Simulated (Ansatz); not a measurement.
# Ti (Im-3m): electronic heat capacity and spin susceptibility from the density of states

Computed with Ansatz 0.2.0, DFT PBE, scalar-relativistic, plane waves, PAW.

Plane waves to 420 eV, a k mesh through Γ of 18×18×18 on the computed 1-atom cell and Gaussian smearing (0.10 eV); no spin polarisation.

Relaxed cell: Im-3m, a = 3.256 Å, b = 3.256 Å, c = 3.256 Å, α = 90.00°, β = 90.00°, γ = 90.00°, 1 atom in the primitive cell. This bcc form isn't the element's structure at ambient conditions.

The density of states at the Fermi level is 2.113 states/eV in the cell of 1 atom (1 formula unit; both spins, tetrahedra on a 27×27×27 mesh).

What Sommerfeld coefficient and Pauli susceptibility does this give?

Per formula unit N(E_F) = 2.113 states/eV. γ = (π²/3) k_B² N(E_F) N_A = 2.357 mJ/(mol K²) per state/eV, so γ = 5.0 mJ/(mol K²), a mole of formula units. χ_P = μ_B² N(E_F) N_A = 3.23×10⁻⁵ emu/mol per state/eV gives 6.8×10⁻⁵ emu/mol. This is the bare band result: a measured γ of the same phase is as a rule larger by a factor 1 + λ from phonons and spin fluctuations, the spin part of χ is larger by the Stoner factor, and a measured χ also holds orbital and core terms. N(E_F) at one energy is sensitive to the mesh where the density of states has sharp peaks.